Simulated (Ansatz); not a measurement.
# Bi (fcc type): the cost of one run

Program: Ansatz 0.2.0. Level of theory: DFT PBE, with the methods named in each step. These are calculated values, not measurements.

## 1. The system as given

The structure is cubic, space group Fm-3m (No. 225). Conventional cell: a = 5.040 Å, b = 5.040 Å, c = 5.040 Å, α = 90.00°, β = 90.00°, γ = 90.00°. Bi (site symmetry m-3m) is surrounded by 12 Bi at 3.56 Å.

Structure file:

```
CELL_PARAMETERS angstrom
0.00000 2.51984 2.51984
2.51984 0.00000 2.51984
2.51984 2.51984 0.00000
ATOMIC_POSITIONS crystal
Bi 0.00000 0.00000 0.00000
```

Elk's input and logs are in atomic units (hartree, bohr).

## 2. Bulk cell relaxed, PAW

Input file input.yaml:

```yaml
crystal:
  lattice:
    - [0.0, 2.5198420998, 2.5198420998]
    - [2.5198420998, 0.0, 2.5198420998]
    - [2.5198420998, 2.5198420998, 0.0]
  atoms:
    - { symbol: Bi, position: [0.0, 0.0, 0.0] }
kpoints:
  mp_grid: { grid: [15, 15, 15] }
scf:
  occupations: { method: fermi_dirac, width: 0.1 }
hamiltonian:
  xc: pbe
  pseudopotentials: { kind: paw }
output:
  forces: true
  stress: true
relax:
  f_tol: 0.005
  max_steps: 40
  cell: {}
```

On the command line:

```bash
$ ansatz run input.yaml --threads 2 --pin off --max-ram 4096MiB --backend cpu --events-out ev --progress --plain --runs-dir out
```

Q: Estimate wall time and peak memory on 2 threads of Arm Neoverse V2, shared host.

About 3.2 s, with a peak of 0.39 GiB.
